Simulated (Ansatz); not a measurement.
# AlAs: the cost of one run

Program: Ansatz 0.2.0 through its Python package. The levels of theory stand in the script. These are calculated values, not measurements.

**1. The structure**

The structure is cubic, space group F-43m (No. 216). The conventional cell has a = 5.661 Å, b = 5.661 Å, c = 5.661 Å, α = 90.00°, β = 90.00°, γ = 90.00°. Around Al (site symmetry -43m) lie 4 As at 2.45 Å. Around As (site symmetry -43m) lie 4 Al at 2.45 Å.

The script holds or builds the structure itself.

**2. Script**

File run_lattice.py:

```python
# -*- coding: utf-8 -*-
"""Relaxed cell of AlAs under several functionals."""

import ansatz as az
import numpy as np

def edges_and_angles(cell):
    cell = np.asarray(cell)
    a, b, c = np.linalg.norm(cell, axis=1)
    cosines = cell[1] @ cell[2] / (b * c), cell[0] @ cell[2] / (a * c), cell[0] @ cell[1] / (a * b)
    return (a, b, c, *np.degrees(np.arccos(cosines)))


def main():
    structure = (
        az.Lattice.fcc(5.6608)
        .space_group(216)
        .atom("Al", (0.0, 0.0, 0.0))
        .atom("As", (0.25, 0.25, 0.75))
        .primitive()
    )

    setup = (
        structure.calculation()
        .basis(37 * az.Ry)
        .kpoints(6)
        .occupations(az.OccupationsMethod.FIXED)
        .relax(cell=True, max_steps=100)
    )

    levels = [("revpbe", "d3bj"), ("r2scan", "d4"), ("pbe", "d3bj")]
    print("level            a       b       c    alpha   beta  gamma  V/atom  steps")
    for name, dispersion in levels:
        seen = []
        run = setup.functional(name, dispersion=dispersion).session().plan()
        res = run.execute(on_event=lambda e: seen.append(e) if e["event"] == "relax_step" else None)
        cell = res.lattice.cell_ang
        label = name if dispersion == "none" else f"{name}+{dispersion}"
        print("{:13s} {:7.4f} {:7.4f} {:7.4f} {:6.2f} {:6.2f} {:6.2f}".format(label, *edges_and_angles(cell)), f"{abs(np.linalg.det(cell)) / len(res.lattice.sites):7.3f} {len(seen):5d}")


if __name__ == "__main__":
    main()
```

**3. What the engine is handed**

The package turns the script's settings into the engine's input (first run):

```yaml
crystal:
  lattice:
    bravais: fcc
    a: 5.6608
  space_group: 216
  atoms:
    - { symbol: Al, position: [0.0, 0.0, 0.0] }
    - { symbol: As, position: [0.25, 0.25, 0.75] }
  reduce_to_primitive: true
basis:
  ecutwfc: 503.410645550778
kpoints:
  mp_grid:
    grid: [6, 6, 6]
hamiltonian:
  xc: revpbe
  dispersion: d3bj
scf:
  occupations:
    method: fixed
relax:
  max_steps: 100
  cell: {}
```

**4. The run**

The run is started by

```
> python run_lattice.py
```

Q: Estimate wall time and peak memory on 1 thread of Arm Neoverse V1, shared host.

About 13 s, with a peak of 0.5 GiB.
